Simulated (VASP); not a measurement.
# SiO (F-43m) in VASP: a series of runs

One crystal, SiO, is run at these levels: PBEsol; tasks: phonons, elastic constants.

All numbers are computed with VASP 6.6.1; they aren't measurements. Logs are shortened: lines on timing, memory, paths and dates and some standing lists are left out, and cuts for length are marked.

## Step 1: Starting point

The structure is cubic, space group F-43m (No. 216). The conventional cell has a = 4.867 Å, b = 4.867 Å, c = 4.867 Å, α = 90.00°, β = 90.00°, γ = 90.00°. Si (site symmetry -43m) has 4 O at 2.11 Å as nearest neighbours. O (site symmetry -43m) is surrounded by 4 Si at 2.11 Å.

The cell was built by a generator and needn't be a form met in nature.

## Step 2: Phonons, PBEsol

POSCAR reads:

```
SiO
1.0
    0.0000000000      2.4336400000      2.4336400000
    2.4336400000      0.0000000000      2.4336400000
    2.4336400000      2.4336400000      0.0000000000
Si O
1 1
Direct
    0.7500000000      0.7500000000      0.7500000000
    0.0000000000      0.0000000000      0.0000000000
```

INCAR.step1 reads:

```
  PREC = Accurate
  ENCUT = 600
  EDIFF = 1E-8
  ISMEAR = 0
  SIGMA = 0.02
  LREAL = F
  LASPH = T
  NELM = 60
  ALGO = Normal
  ISIF = 3
  LWAVE = F
  LCHARG = F
  GGA = PS
  IBRION = 2
  NSW = 40
  EDIFFG = -0.002
```

INCAR.step2 reads:

```
  PREC = Accurate
  ENCUT = 600
  EDIFF = 1E-8
  ISMEAR = 0
  SIGMA = 0.02
  LREAL = F
  LASPH = T
  NELM = 60
  ALGO = Normal
  ISIF = 2
  LWAVE = F
  LCHARG = F
  GGA = PS
  IBRION = 8
  NSW = 1
```

KPOINTS reads:

```
regular mesh
0
Gamma
  7 7 7
```

Potentials or basis: VASP PAW PBE potentials, release 64 (Si, O).

The run is started by

```bash
$ cat potpaw_PBE.64/Si/POTCAR potpaw_PBE.64/O/POTCAR > POTCAR
$ cp INCAR.step1 INCAR
$ mpirun -np 1 vasp_std > vasp.out
$ cp CONTCAR POSCAR
$ cp INCAR.step2 INCAR
$ mpirun -np 1 vasp_std > vasp.out
```

OUTCAR:

```text
PREC = Accurate
   ENCUT = 600
   EDIFF = 1E-8
   ISMEAR = 0
   LREAL = F
   LASPH = T
   NELM = 60
   ISIF = 2
   GGA = PS
   IBRION = 8
   NSW = 1

 ion  position               nearest neighbor table
   1  0.750  0.750  0.750-   2 2.06   2 2.06   2 2.06   2 2.06
   2  0.000  0.000  0.000-   1 2.06   1 2.06   1 2.06   1 2.06

  LATTYP: Found a face centered cubic cell.
 ALAT       =     4.7550790411

  Lattice vectors:

 A1 = (   0.0000000000,   2.3775395205,   2.3775395205)
 A2 = (   2.3775395205,   0.0000000000,   2.3775395205)
 A3 = (   2.3775395205,   2.3775395205,   0.0000000000)

Analysis of symmetry for initial positions (statically):
=====================================================================
 Subroutine PRICEL returns:
 Original cell was already a primitive cell.

 Routine SETGRP: Setting up the symmetry group for a
 face centered cubic supercell.

 Subroutine GETGRP returns: Found 24 space group operations
 (whereof 24 operations were pure point group operations)
 out of a pool of 48 trial point group operations.

The static configuration has the point symmetry T_d .

Analysis of symmetry for dynamics (positions and initial velocities):
=====================================================================
 Subroutine PRICEL returns:
 Original cell was already a primitive cell.

 Routine SETGRP: Setting up the symmetry group for a
 face centered cubic supercell.

 Subroutine GETGRP returns: Found 24 space group operations
 (whereof 24 operations were pure point group operations)
 out of a pool of 48 trial point group operations.

The dynamic configuration has the point symmetry T_d .

 Subroutine INISYM returns: Found 24 space group operations
 (whereof 24 operations are pure point group operations),
 and found     1 'primitive' translations

----------------------------------------------------------------------------------------

                                     Primitive cell

  volume of cell :      26.8790

  direct lattice vectors                    reciprocal lattice vectors
     0.000000000  2.377539521  2.377539521    -0.210301446  0.210301446  0.210301446
     2.377539521  0.000000000  2.377539521     0.210301446 -0.210301446  0.210301446
     2.377539521  2.377539521  0.000000000     0.210301446  0.210301446 -0.210301446

  length of vectors
     3.362348635  3.362348635  3.362348635     0.364252790  0.364252790  0.364252790

  position of ions in fractional coordinates (direct lattice)
     0.750000000  0.750000000  0.750000000
     0.000000000  0.000000000  0.000000000

  ion indices of the primitive-cell ions
   primitive index   ion index
                 1           1
                 2           2

----------------------------------------------------------------------------------------

 KPOINTS: regular mesh

Automatic generation of k-mesh.
 Grid dimensions read from file:
 generate k-points for:    7    7    7

 Generating k-lattice:

  Cartesian coordinates                     Fractional coordinates (reciprocal lattice)
    -0.030043064  0.030043064  0.030043064     0.142857143  0.000000000  0.000000000
     0.030043064 -0.030043064  0.030043064     0.000000000  0.142857143  0.000000000
     0.030043064  0.030043064 -0.030043064     0.000000000  0.000000000  0.142857143

  Length of vectors
     0.052036113  0.052036113  0.052036113

  Shift w.r.t. Gamma in fractional coordinates (k-lattice)
     0.000000000  0.000000000  0.000000000

 Subroutine IBZKPT returns following result:
 ===========================================

 Found     20 irreducible k-points:

 Following reciprocal coordinates:
            Coordinates               Weight
  0.000000  0.000000  0.000000      1.000000
  0.142857  0.000000  0.000000      8.000000
  0.285714  0.000000  0.000000      8.000000
  0.428571  0.000000  0.000000      8.000000
  0.142857  0.142857  0.000000      6.000000
  0.285714  0.142857  0.000000     24.000000
[... 12 lines left out ...]
 -0.428571  0.428571  0.142857     24.000000
 -0.285714  0.428571  0.142857     24.000000
   k-points           NKPTS =     20   k-points in BZ     NKDIM =     20   number of bands    NBANDS=      9
   number of dos      NEDOS =    301   number of ions     NIONS =      2
   total plane-waves  NPLWV =  21952
   dimension x,y,z NGX =    28 NGY =   28 NGZ =   28
   dimension x,y,z NGXF=    56 NGYF=   56 NGZF=   56
   ions per type =               1   1
   NGX,Y,Z   is equivalent  to a cutoff of  13.84, 13.84, 13.84 a.u.
   NGXF,Y,Z  is equivalent  to a cutoff of  27.69, 27.69, 27.69 a.u.
 SYSTEM =  unknown system
   PREC   = accura    normal or accurate (medium, high low for compatibility)
[... 17 lines left out ...]
   TEBEG  =    0.0;   TEEND  =   0.0 temperature during run
   PSTRESS=    0.0 pullay stress
   NELECT =      10.0000    total number of electrons
   NUPDOWN=      -1.0000    fix difference up-down
   EMIN   =  10.00;   EMAX   =-10.00  energy-range for DOS
   EFERMI =   0.00;   METHOD = LEGACY
   ISMEAR =     0;   SIGMA  =   0.02  broadening in eV -4-tet -1-fermi 0-gaus
   EFERMI_NEDOS =   21; number of points for ismear=-14 and -15
   IALGO  =     38    algorithm
   IMIX   =      4    mixing-type and parameters
     AMIX     =   0.40;   BMIX     =  1.00
     AMIX_MAG =   1.60;   BMIX_MAG =  1.00
  volume/ion in A,a.u.               =      13.44        90.69
  Fermi-wavevector in a.u.,A,eV,Ry     =   1.177435  2.225030 18.862493  1.386354
  Thomas-Fermi vector in A             =   2.313782
   LORBIT       =      0    0 simple, 1 ext, 2 COOP (PROOUT), +10 PAW based schemes
   GGA     = PS    functional components
   LHFCALC =     F    Hartree Fock is set to
   AEXX    =    0.0000 exact exchange contribution
   IVDW    =     0    specifies the selected vdW correction
   LEPSILON=     F    determine dielectric tensor
   LRPA    =     F    only Hartree local field effects (RPA)
 non-spin polarized calculation
 Gauss-broadening in eV      SIGMA  =   0.02
  energy-cutoff  :      600.00
  volume of cell :       26.88
 maximum number of plane-waves:       911
   NGX = 13   NGY = 13   NGZ = 13

--------------------------------------- Ionic step        1  -------------------------------------------

 number of electron      10.0000000 magnetization

 number of electron       9.9999998 magnetization

 Free energy of the ion-electron system (eV)
  ---------------------------------------------------
  ext. energy  EPLUGINS =         0.00000000
  ---------------------------------------------------
  free energy    TOTEN  =       -11.73520666 eV

  energy without entropy =      -11.73457776  energy(sigma->0) =      -11.73489221

 E-fermi :   7.1986     XC(G=0): -10.4500

 val. band max:        7.1891088281   @ k =  -0.2857   0.4286   0.1429
 cond. band min:       7.3193360886   @ k =  -0.4286   0.4286   0.0000
 fundamental gap:      0.1302272605
 Fermi energy:         7.1986475537

 k-point     1 :       0.0000    0.0000    0.0000
  band No.  band energies     occupation
      1     -14.5224      2.00000
      2       1.0265      2.00000
      3       1.1880      2.00000
      4       1.1880      2.00000
      5       1.1880      2.00000
      6      10.8595      0.00000
      7      10.8595      0.00000
      8      10.8595      0.00000
      9      17.8833      0.00000
[... 217 lines left out ...]
 k-point    20 :      -0.2857    0.4286    0.1429
  band No.  band energies     occupation
      1     -13.5358      2.00000
      2      -2.6518      2.00000
      3      -1.0358      2.00000
      4      -0.1556      2.00000
      5       7.1891      1.50000
      6       7.6987      0.00000
      7      10.0573      0.00000
      8      11.9723      0.00000
      9      14.2752      0.00000

------------------------ aborting loop because EDIFF is reached ----------------------------------------

  FORCE on cell =-STRESS in cart. coord.  units (eV):
  Direction    XX          YY          ZZ          XY          YZ          ZX
  --------------------------------------------------------------------------------------
  -------------------------------------------------------------------------------------
  Total        0.0069031      0.0069031      0.0069031     -0.0000000     -0.0000000      0.0000000
  in kB        0.4114715      0.4114715      0.4114715     -0.0000000     -0.0000000      0.0000000
  external PRESSURE =       0.4114715 kB  Pullay stress =       0.0000000 kB

 VOLUME and BASIS-vectors are now :
 -----------------------------------------------------------------------------
  energy-cutoff  :      600.00
  volume of cell :       26.88
      direct lattice vectors                 reciprocal lattice vectors
     0.000000000  2.377539521  2.377539521    -0.210301446  0.210301446  0.210301446
     2.377539521  0.000000000  2.377539521     0.210301446 -0.210301446  0.210301446
     2.377539521  2.377539521  0.000000000     0.210301446  0.210301446 -0.210301446

 POSITION                                       TOTAL-FORCE (eV/Angst)
 -----------------------------------------------------------------------------------
      3.56631      3.56631      3.56631         0.000000     -0.000000      0.000000
      0.00000      0.00000      0.00000        -0.000000      0.000000     -0.000000
 -----------------------------------------------------------------------------------
    total drift:                                0.000000      0.000000      0.000000

  FREE ENERGIE OF THE ION-ELECTRON SYSTEM (eV)
  ---------------------------------------------------
  free  energy   TOTEN  =       -11.7352066617 eV

  energy  without entropy=      -11.7345777582  energy(sigma->0) =      -11.73489221

[... ionic steps 2 to 3 ...]

--------------------------------------- Ionic step        4  -------------------------------------------

------------------------ aborting loop because EDIFF is reached ----------------------------------------

[... ionic steps 5 to 6 ...]

--------------------------------------- Ionic step        7  -------------------------------------------

 Free energy of the ion-electron system (eV)
  ---------------------------------------------------
  ---------------------------------------------------
  free energy    TOTEN  =        -0.35955807 eV

  energy without entropy =       -0.35955807

------------------------ aborting loop because EDIFF is reached ----------------------------------------

 INTERNAL STRAIN TENSOR  FOR ION    2  DIRECTION 1   (eV/Angst):
 -----------------------------------------------------------------------------
    -0.00693  0.00000  0.00000
     0.00000  0.01505 -8.89161
     0.00000 -8.89161  0.01505

 INTERNAL STRAIN TENSOR FOR ION    2 for displacements in x,y,z  (eV/Angst):
          X           Y           Z          XY          YZ          ZX
  --------------------------------------------------------------------------------
  x     0.00000    -0.00000    -0.00000     0.00000    -8.89161     0.00000
  y     0.00000     0.00000     0.00000     0.00000     0.00000    -8.89161
  z     0.00000    -0.00000     0.00000    -8.89161     0.00000     0.00000

 SECOND DERIVATIVES (NOT SYMMETRIZED)
 ------------------------------------
               1X          1Y          1Z          2X          2Y          2Z
  1X     5.367607    0.000000    0.000000   -5.367607    0.000000    0.000000
  1Y     0.000000    5.367607    0.000000    0.000000   -5.367607    0.000000
  1Z     0.000000    0.000000    5.367607    0.000000    0.000000   -5.367607
  2X    -5.374720    0.000000    0.000000    5.374720    0.000000    0.000000
  2Y     0.000000   -5.374720    0.000000    0.000000    5.374720    0.000000
  2Z     0.000000    0.000000   -5.374720    0.000000    0.000000    5.374720

 Eigenvectors and eigenvalues of the dynamical matrix
 ----------------------------------------------------

   1 f  =    0.003613 THz     0.022700 2PiTHz    0.120512 cm-1     0.014942 meV
             X         Y         Z           dx          dy          dz
      3.566309  3.566309  3.566309     0.082893   -0.794040    0.000000
      0.000000  0.000000  0.000000     0.062525   -0.598932    0.000000
[... 21 lines left out ...]
   6 f/i=   11.349391 THz    71.310326 2PiTHz  378.574932 cm-1    46.937288 meV
             X         Y         Z           dx          dy          dz
      3.566309  3.566309  3.566309    -0.593899    0.099564    0.000000
      0.000000  0.000000  0.000000     0.787367   -0.131998    0.000000

--------------------------------------------------------------------------------------------------------

 ELASTIC MODULI CONTR FROM IONIC RELAXATION (kBar)
 Direction    XX          YY          ZZ          XY          YZ          ZX
 --------------------------------------------------------------------------------
 XX           0.0000      0.0000      0.0000      0.0000      0.0000      0.0000
 YY           0.0000      0.0000      0.0000      0.0000      0.0000      0.0000
 ZZ           0.0000      0.0000      0.0000      0.0000      0.0000      0.0000
 XY           0.0000      0.0000      0.0000      0.0000      0.0000      0.0000
 YZ           0.0000      0.0000      0.0000      0.0000      0.0000      0.0000
 ZX           0.0000      0.0000      0.0000      0.0000      0.0000      0.0000
 --------------------------------------------------------------------------------
```

It took 2 min on 1 thread of AMD EPYC 7R43 (Zen 3), shared host; peak memory 0.16 GiB.

Results:

- Relaxed volume: 13.44 Å³/atom
- Relaxed cell: a = 3.362 Å, b = 3.362 Å, c = 3.362 Å, α = 60.00°, β = 60.00°, γ = 60.00°
- Space group after relaxing (to 0.05 Å): F-43m (No. 216)
- Highest phonon frequency at Γ, LO-TO splitting left out: 0 cm⁻¹
- Most unstable mode: 379i cm⁻¹

Step by step:
```
step  energy change (eV)  largest force (eV/Å)  pressure (GPa)  volume (Å³)
   1              0.0000                0.0000           -3.91        28.83
   2             -0.0226                0.0000           -1.06        27.38
   3             -0.0243                0.0000           -0.05        26.91
   4             -0.0243                0.0000            0.03        26.87
   5             -0.0243                0.0000            0.01        26.88
```

Final structure:
```xyz
2
Lattice="0.0000 2.3775 2.3775 2.3775 0.0000 2.3775 2.3775 2.3775 0.0000" Properties=species:S:1:pos:R:3 pbc="T T T"
Si    3.5663    3.5663    3.5663
O     0.0000    0.0000    0.0000
```

Phonon frequencies in cm⁻¹ (negative: imaginary):
| q point | frequencies |
| --- | --- |
| (0.000, 0.000, 0.000) | -379 -379 -379 0 0 0 |

Caveat: some modes are imaginary; the PAW data sets were made with another functional, which shifts forces and pressure a little.

## Step 3: Elastic constants, PBEsol

POSCAR is that of step 2.

INCAR.step1 reads:

```
PREC     = Accurate       # precision mode
ENCUT    = 600            # plane-wave cutoff, eV
EDIFF    = 1E-8           # SCF threshold, eV
ISMEAR   = 0              # smearing method
SIGMA    = 0.02           # smearing width, eV
LREAL    = F              # projectors in reciprocal space
LASPH    = T              # aspherical terms in the spheres
NELM     = 100            # most SCF steps
ALGO     = Fast           # electronic algorithm
ISIF     = 3              # what is computed and relaxed
LWAVE    = F              # write WAVECAR
LCHARG   = F              # write CHGCAR
GGA      = PS             # functional
IBRION   = 2              # ionic algorithm
NSW      = 40             # ionic steps
EDIFFG   = -0.002         # ionic threshold
```

INCAR.step2 reads:

```
PREC     = Accurate       # precision mode
ENCUT    = 600            # plane-wave cutoff, eV
EDIFF    = 1E-8           # SCF threshold, eV
ISMEAR   = 0              # smearing method
SIGMA    = 0.02           # smearing width, eV
LREAL    = F              # projectors in reciprocal space
LASPH    = T              # aspherical terms in the spheres
NELM     = 100            # most SCF steps
ALGO     = Fast           # electronic algorithm
ISIF     = 3              # what is computed and relaxed
LWAVE    = F              # write WAVECAR
LCHARG   = F              # write CHGCAR
GGA      = PS             # functional
IBRION   = 6              # ionic algorithm
NFREE    = 2            
POTIM    = 0.015          # step
NSW      = 1              # ionic steps
```

KPOINTS reads:

```
Automatic mesh
0
Gamma
  7 7 7
```

Potentials or basis: VASP PAW PBE potentials, release 64 (Si, O).

The run is started by

```bash
$ cat potpaw_PBE.64/Si/POTCAR potpaw_PBE.64/O/POTCAR > POTCAR
$ cp INCAR.step1 INCAR
$ mpirun -np 1 vasp_std > vasp.out
$ cp CONTCAR POSCAR
$ cp INCAR.step2 INCAR
$ mpirun -np 1 vasp_std > vasp.out
```

It took 5.8 min on 1 thread of AMD EPYC 7R43 (Zen 3), shared host; peak memory 0.15 GiB.

It converged, with:

```
Relaxed volume                                          : 13.44 Å³/atom
Relaxed cell                                            : a = 3.362 Å, b = 3.362 Å, c = 3.362 Å, α = 60.00°, β = 60.00°, γ = 60.00°
Space group after relaxing (to 0.05 Å)                  : F-43m (No. 216)
Elastic constants C11, C12, C44                         : 22, 76, -123 GPa
Voigt bulk modulus                                      : 58 GPa
Highest phonon frequency at Γ, LO-TO splitting left out : 0 cm⁻¹
Most unstable mode                                      : 349i cm⁻¹
```

The path:
```csv
step,energy change (eV),largest force (eV/Å),pressure (GPa),volume (Å³)
1,0.0000,0.0000,-3.92,28.83
2,-0.0226,0.0000,-1.05,27.38
3,-0.0243,0.0000,-0.04,26.90
4,-0.0243,0.0000,0.05,26.86
5,-0.0243,0.0000,0.01,26.88
```

Final structure:
```
Si O
1.0
     0.00000    2.37749    2.37749
     2.37749    0.00000    2.37749
     2.37749    2.37749    0.00000
Si O
1 1
Direct
  0.75000 0.75000 0.75000
  0.00000 0.00000 0.00000
```

Phonon frequencies in cm⁻¹ (negative: imaginary):
```
              q point           frequencies
(0.000, 0.000, 0.000)  -349 -349 -349 0 0 0
```

Elastic tensor in Voigt notation (GPa, in the Cartesian axes of the cell as first typed):
```
  22   76   76    0    0    0
  76   22   76    0    0    0
  76   76   22    0    0    0
   0    0    0 -123    0    0
   0    0    0    0 -123    0
   0    0    0    0    0 -123
```

Clamped-ion elastic tensor (GPa):
```
  22   76   76    0    0    0
  76   22   76    0    0    0
  76   76   22    0    0    0
   0    0    0 -123    0    0
   0    0    0    0 -123    0
   0    0    0    0    0 -123
```

Caveat: some modes are imaginary; the elastic tensor has a negative eigenvalue, so either the cell is unstable as it stands or the mesh is too thin; the PAW data sets were made with another functional, which shifts forces and pressure a little.

## Step 4: The reference run

An earlier run on the cell as given: functional PBE; potentials or basis VASP PAW PBE potentials, release 64 (Si, O); cutoff 520 eV; k mesh 9 × 9 × 9; occupations fermi-dirac, width 0.05 eV; no spin polarisation.

- Pressure: 0.0 GPa
- Band gap on the k mesh: none (metal or under the smearing width)
